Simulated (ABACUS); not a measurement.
# Pd (Fm-3m) in ABACUS: single point with r2SCAN

Aim: the single point of Pd with r2SCAN.

Program: ABACUS 3.10.1. These are calculated values, not measurements. Logs are shortened: lines on timing, memory, paths and dates and some standing lists are left out, and cuts for length are marked.

**1. Starting point**

Symmetry: Fm-3m, No. 225, cubic system. Conventional cell: a = 3.893 Å, b = 3.893 Å, c = 3.893 Å, α = 90.00°, β = 90.00°, γ = 90.00°. Around Pd (site symmetry m-3m) lie 12 Pd at 2.75 Å.

**2. Single point, r2SCAN**

File run_abacus.py:

```python
"""ABACUS run from a structure file: ASE reads it, the script writes STRU, KPT and INPUT."""
import re
import subprocess
import spglib
from ase import Atoms
from ase.io import read
from ase.units import Bohr

atoms = read("Pd.cif")
cell, frac, numbers = spglib.standardize_cell((atoms.cell[:], atoms.get_scaled_positions(), atoms.numbers), to_primitive=True, symprec=1e-4)
atoms = Atoms(numbers=numbers, cell=cell, scaled_positions=frac, pbc=True)  # the primitive cell
atoms = atoms[(-atoms.numbers).argsort(kind="stable")]  # ABACUS lists atoms element by element
pseudo = {'Pd': 'Pd_ONCV_PBE-1.2.upf'}
orbital = {'Pd': 'Pd_confined-atom_7au_2s2p2d1f.orb'}
magmoms = None
kmesh = [9, 9, 9]
params = {
    'suffix': 'Pd',
    'calculation': 'scf',
    'basis_type': 'lcao',
    'pseudo_dir': './',
    'orbital_dir': './',
    'symmetry': 1,
    'dft_functional': 'MGGA_X_R2SCAN+MGGA_C_R2SCAN',
    'ecutwfc': 100,
    'pseudo_rcut': 10,
    'nspin': 1,
    'nbands': 19,
    'ks_solver': 'genelpa',
    'smearing_method': 'fd',
    'smearing_sigma': 0.00367493,
    'scf_thr': 1e-07,
    'scf_nmax': 100,
    'mixing_type': 'broyden',
    'mixing_beta': 0.7,
    'cal_force': 1,
    'cal_stress': 1,
    'mixing_tau': 1,
    'out_mul': 1,
    'out_chg': 1,
    'out_pot': 2,
    'out_elf': 1,
}

symbols = atoms.get_chemical_symbols()
elements = list(dict.fromkeys(symbols))
lines = ["ATOMIC_SPECIES"] + [f"{e} {atoms.get_masses()[symbols.index(e)]:.4f} {pseudo[e]}" for e in elements]
if orbital:
    lines += ["", "NUMERICAL_ORBITAL"] + [orbital[e] for e in elements]
lines += ["", "LATTICE_CONSTANT", f"{1 / Bohr:.10f}", "", "LATTICE_VECTORS"]
lines += [" ".join(f"{x:.10f}" for x in v) for v in atoms.cell]
lines += ["", "ATOMIC_POSITIONS", "Direct"]
for e in elements:
    lines += ["", e, "0.0", str(symbols.count(e))]
    for i, p in enumerate(atoms.get_scaled_positions(wrap=False)):
        if symbols[i] == e:
            mag = "" if magmoms is None else " mag " + " ".join(str(x) for x in (magmoms[i] if isinstance(magmoms[i], list) else [magmoms[i]]))
            lines.append(" ".join(f"{x:.10f}" for x in p) + " 1 1 1" + mag)
open("STRU", "w").write("\n".join(lines) + "\n")
open("KPT", "w").write("K_POINTS\n0\nGamma\n%d %d %d 0 0 0\n" % tuple(kmesh))
open("INPUT", "w").write("INPUT_PARAMETERS\n" + "".join(f"{k:<20s}{v}\n" for k, v in params.items()))

done = subprocess.run(['mpirun', '-np', '4', 'abacus'])
if done.returncode:
    raise SystemExit(done.returncode)
log = open("OUT.Pd/running_scf.log").read()
print("final energy (eV):", re.findall(r"FINAL_ETOT_IS (\S+)", log))
```

File Pd.cif:

```cif
data_Pd
_cell_length_a 3.89300000
_cell_length_b 3.89300000
_cell_length_c 3.89300000
_cell_angle_alpha 90.00000000
_cell_angle_beta 90.00000000
_cell_angle_gamma 90.00000000
_space_group_name_H-M_alt 'Fm-3m'
_space_group_name_Hall '-F 4 2 3'
_space_group_IT_number 225
loop_
_space_group_symop_operation_xyz
'x,y,z'
'-x,-y,-z'
'-y,x,z'
'y,-x,-z'
'-x,-y,z'
'x,y,-z'
'y,-x,z'
'-y,x,-z'
'x,-y,-z'
'-x,y,z'
'-y,-x,-z'
'y,x,z'
'-x,y,-z'
'x,-y,z'
'y,x,-z'
'-y,-x,z'
'z,x,y'
'-z,-x,-y'
'z,-y,x'
'-z,y,-x'
'z,-x,-y'
'-z,x,y'
'z,y,-x'
'-z,-y,x'
'-z,x,-y'
'z,-x,y'
'-z,-y,-x'
'z,y,x'
'-z,-x,y'
'z,x,-y'
'-z,y,x'
'z,-y,-x'
'y,z,x'
'-y,-z,-x'
'x,z,-y'
'-x,-z,y'
'-y,z,-x'
'y,-z,x'
'-x,z,y'
'x,-z,-y'
'-y,-z,x'
'y,z,-x'
'-x,-z,-y'
'x,z,y'
'y,-z,-x'
'-y,z,x'
'x,-z,y'
'-x,z,-y'
'x,y+1/2,z+1/2'
'-x,-y+1/2,-z+1/2'
'-y,x+1/2,z+1/2'
[... 62 lines left out ...]
'-z+1/2,-x,-y+1/2'
'z+1/2,-y,x+1/2'
'-z+1/2,y,-x+1/2'
'z+1/2,-x,-y+1/2'
'-z+1/2,x,y+1/2'
'z+1/2,y,-x+1/2'
'-z+1/2,-y,x+1/2'
'-z+1/2,x,-y+1/2'
'z+1/2,-x,y+1/2'
'-z+1/2,-y,-x+1/2'
'z+1/2,y,x+1/2'
'-z+1/2,-x,y+1/2'
'z+1/2,x,-y+1/2'
'-z+1/2,y,x+1/2'
'z+1/2,-y,-x+1/2'
'y+1/2,z,x+1/2'
'-y+1/2,-z,-x+1/2'
'x+1/2,z,-y+1/2'
'-x+1/2,-z,y+1/2'
'-y+1/2,z,-x+1/2'
'y+1/2,-z,x+1/2'
'-x+1/2,z,y+1/2'
'x+1/2,-z,-y+1/2'
'-y+1/2,-z,x+1/2'
'y+1/2,z,-x+1/2'
'-x+1/2,-z,-y+1/2'
'x+1/2,z,y+1/2'
'y+1/2,-z,-x+1/2'
'-y+1/2,z,x+1/2'
'x+1/2,-z,y+1/2'
'-x+1/2,z,-y+1/2'
'x+1/2,y+1/2,z'
'-x+1/2,-y+1/2,-z'
'-y+1/2,x+1/2,z'
'y+1/2,-x+1/2,-z'
'-x+1/2,-y+1/2,z'
'x+1/2,y+1/2,-z'
'y+1/2,-x+1/2,z'
'-y+1/2,x+1/2,-z'
'x+1/2,-y+1/2,-z'
'-x+1/2,y+1/2,z'
'-y+1/2,-x+1/2,-z'
'y+1/2,x+1/2,z'
'-x+1/2,y+1/2,-z'
'x+1/2,-y+1/2,z'
'y+1/2,x+1/2,-z'
'-y+1/2,-x+1/2,z'
'z+1/2,x+1/2,y'
'-z+1/2,-x+1/2,-y'
'z+1/2,-y+1/2,x'
'-z+1/2,y+1/2,-x'
'z+1/2,-x+1/2,-y'
'-z+1/2,x+1/2,y'
'z+1/2,y+1/2,-x'
'-z+1/2,-y+1/2,x'
'-z+1/2,x+1/2,-y'
'z+1/2,-x+1/2,y'
'-z+1/2,-y+1/2,-x'
'z+1/2,y+1/2,x'
'-z+1/2,-x+1/2,y'
'z+1/2,x+1/2,-y'
'-z+1/2,y+1/2,x'
'z+1/2,-y+1/2,-x'
'y+1/2,z+1/2,x'
'-y+1/2,-z+1/2,-x'
'x+1/2,z+1/2,-y'
'-x+1/2,-z+1/2,y'
'-y+1/2,z+1/2,-x'
'y+1/2,-z+1/2,x'
'-x+1/2,z+1/2,y'
'x+1/2,-z+1/2,-y'
'-y+1/2,-z+1/2,x'
'y+1/2,z+1/2,-x'
'-x+1/2,-z+1/2,-y'
'x+1/2,z+1/2,y'
'y+1/2,-z+1/2,-x'
'-y+1/2,z+1/2,x'
'x+1/2,-z+1/2,y'
'-x+1/2,z+1/2,-y'
loop_
_atom_site_label
_atom_site_type_symbol
_atom_site_symmetry_multiplicity
_atom_site_Wyckoff_symbol
_atom_site_fract_x
_atom_site_fract_y
_atom_site_fract_z
_atom_site_occupancy
Pd1 Pd 4 a 0.0000000000 0.0000000000 0.0000000000 1
```

Potentials or basis: SG15 ONCV 1.2 PBE, DZP LCAO (the cutoffs set its grid).

Run with:

```sh
$ OMP_NUM_THREADS=1 python run_abacus.py > log
```

running log:

```text
ABACUS v3.10.1

               Atomic-orbital Based Ab-initio Computation at UStc

 ------------------------------------------------------------------------------------

 READING GENERAL INFORMATION
                           global_out_dir = OUT.Pd/
                           global_in_card = INPUT
                               pseudo_dir = ./
                              orbital_dir = ./
                                    DSIZE = 4
                                    GSIZE = 1

 READING UNITCELL INFORMATION
                                    ntype = 1
                  lattice constant (Bohr) = 1.88973
              lattice constant (Angstrom) = 1

 READING ATOM TYPE 1
                               atom label = Pd
                      L=0, number of zeta = 2
                      L=1, number of zeta = 2
                      L=2, number of zeta = 2
                      L=3, number of zeta = 1
             number of atom for this type = 1

                        TOTAL ATOM NUMBER = 1
DIRECT COORDINATES
    atom                   x                   y                   z     mag                  vx                  vy                  vz
taud_Pd1            0.0000000000        0.0000000000        0.0000000000  0.0000        0.0000000000        0.0000000000        0.0000000000

                          Volume (Bohr^3) = 99.5382
                             Volume (A^3) = 14.75

 Lattice vectors: (Cartesian coordinate: in unit of a_0)
                   +0             +1.9465             +1.9465
              +1.9465                  +0             +1.9465
              +1.9465             +1.9465                  +0
 Reciprocal vectors: (Cartesian coordinate: in unit of 2 pi/a_0)
            -0.256871           +0.256871           +0.256871
            +0.256871           -0.256871           +0.256871
            +0.256871           +0.256871           -0.256871
 The esolver type has been set to : ksdft_lcao

                PAO radial cut off (Bohr) = 10

 Read in pseudopotential file is Pd_ONCV_PBE-1.2.upf
                     pseudopotential type = NC
          exchange-correlation functional = PBE
                 nonlocal core correction = 0
                        valence electrons = 18
                                     lmax = 2
                           number of zeta = 0
                     number of projectors = 6
                           L of projector = 0
                           L of projector = 0
                           L of projector = 1
                           L of projector = 1
                           L of projector = 2
                           L of projector = 2
 XC functional updated to : MGGA_X_R2SCAN+MGGA_C_R2SCAN
          exchange-correlation functional = MGGA_X_R2SCAN+MGGA_C_R2SCAN
     initial pseudo atomic orbital number = 0

 SETUP THE ELECTRONS NUMBER
            electron number of element Pd = 18
      total electron number of element Pd = 18
            AUTOSET number of electrons:  = 18
[... 147 lines left out ...]
        4            241           2421

 SET NONLOCAL PSEUDOPOTENTIAL PROJECTORS
 max number of nonlocal projetors among all species is 6

 -------------------------------------------
 SELF-CONSISTENT
 -------------------------------------------

 SETUP SEARCHING RADIUS FOR PROGRAM TO SEARCH ADJACENT ATOMS
                  longest orb rcut (Bohr) = 7
   longest nonlocal projector rcut (Bohr) = 2.5
                     search radius (Bohr) = 19
              searching radius is (Bohr)) = 19
         searching radius unit is (Bohr)) = 1.89
                         PeriodicBoundary = 1
                        Radius(unit:lat0) = 10.1
                                   glayer = [ 6, 6, 6 ]
                             glayer_minus = [ 5, 5, 5 ]

Find the coordinate range of the input atom(unit:lat0).
                                  min_tau = [ -19.5, -19.5, -19.5 ]
                                  max_tau = [ 19.5, 19.5, 19.5 ]
                                BoxNumber = [ 11, 11, 11 ]

 SETUP EXTENDED REAL SPACE GRID FOR GRID INTEGRATION
                          real space grid = [ 36, 36, 36 ]
                 big cell numbers in grid = [ 12, 12, 12 ]
             meshcell numbers in big cell = [ 3, 3, 3 ]
                        extended fft grid = [ 20, 20, 20 ]
                dimension of extened grid = [ 53, 53, 53 ]
                            UnitCellTotal = 125
              Atom number in sub-FFT-grid = 1
    Local orbitals number in sub-FFT-grid = 25
                                ParaV.nnr = 42081
                                 init_chg = atomic

 LCAO ALGORITHM --------------- ION=   1  ELEC=   1--------------------------------

 Density error is 0.0354065723736
----------------------------------------------------------
     Energy           Rydberg                 eV
----------------------------------------------------------
 E_KohnSham     -253.3168790873      -3446.5529551637
 E_Harris       -251.6004022486      -3423.1990896725
 E_Fermi        1.4292362530         19.4457568290
----------------------------------------------------------
[... 91 lines left out ...]
 Density error is 3.12958664444e-08
----------------------------------------------------------
     Energy           Rydberg                 eV
----------------------------------------------------------
 E_KohnSham     -253.3421574364      -3446.8968847483
 E_KS(sigma->0) -253.3414327788      -3446.8870252755
 E_Harris       -253.3421596831      -3446.8969153159
 E_band         -10.6664073101       -145.1239166066
 E_one_elec     -76.5229974315       -1041.1487931076
 E_Hartree      50.0778204402        681.3437014080
 E_xc           -24.9714968294       -339.7546444682
 E_Ewald        -201.9240343005      -2747.3174296348
 E_entropy(-TS) -0.0014493153        -0.0197189457
 E_descf        0.0000000000         0.0000000000
 E_exx          0.0000000000         0.0000000000
 E_Fermi        1.4849741687         20.2041100773
----------------------------------------------------------

 charge density convergence is achieved
 final etot is -3446.8968847 eV
 EFERMI = 20.204110077 eV
The vacuum level is 20.446651539 eV

 STATE ENERGY(eV) AND OCCUPATIONS    NSPIN == 1
 1/35 kpoint (Cartesian) = 0.0000 0.0000 0.0000 (414 pws)
       1       -66.5862     0.00274348
       2       -31.0843     0.00274348
       3       -31.0843     0.00274348
       4       -31.0843     0.00274348
       5        12.9002     0.00274348
       6        17.2523     0.00274348
[... 104 lines left out ...]
       6        16.9271      0.0164609
[... 11 lines left out ...]
      18        61.1737        0.00000
      19        65.1613        0.00000

[... levels at 29 further k points ...]

 correction force for each atom along direction 1 is 3.40986e-14
 correction force for each atom along direction 2 is 2.79700e-13
 correction force for each atom along direction 3 is 1.81663e-13
------------------------------------------------------------------------------------------
 TOTAL-FORCE (eV/Angstrom)
------------------------------------------------------------------------------------------
                       Pd1         0.0000000000         0.0000000000         0.0000000000
------------------------------------------------------------------------------------------

----------------------------------------------------------------
 TOTAL-STRESS (KBAR)
----------------------------------------------------------------
       -87.5466033299        -0.0000000000         0.0000000000
        -0.0000000000       -87.5466033299        -0.0000000000
         0.0000000000        -0.0000000000       -87.5466033299
----------------------------------------------------------------
 TOTAL-PRESSURE: -87.546603 KBAR

 --------------------------------------------
 !FINAL_ETOT_IS -3446.8968847483220088 eV
 --------------------------------------------
```

Run time: 15 s. Hardware: 4 MPI ranks of Intel Xeon Platinum 8488C (Sapphire Rapids), shared host; peak memory 0.36 GiB.

What came out:

```
Free energy            : -3446.8969 eV
Pressure               : -8.8 GPa
Band gap on the k mesh : none (metal or under the smearing width)
```

Levels at points of the mesh, in eV from the Fermi level:
| k point | band 6 | band 7 | band 8 | band 9 | band 10 | band 11 | band 12 | band 13 |
| --- | --- | --- | --- | --- | --- | --- | --- | --- |
| (0.00, 0.00, 0.00) | -2.95 | -2.95 | -2.95 | -1.31 | -1.31 | 18.96 | 24.96 | 24.96 |

Caveat: the atomic orbitals were generated for these runs and aren't a published set; the potentials were made for another functional, which shifts forces and pressure; the basis of atomic orbitals isn't converged, which shifts pressures, moduli and gaps.
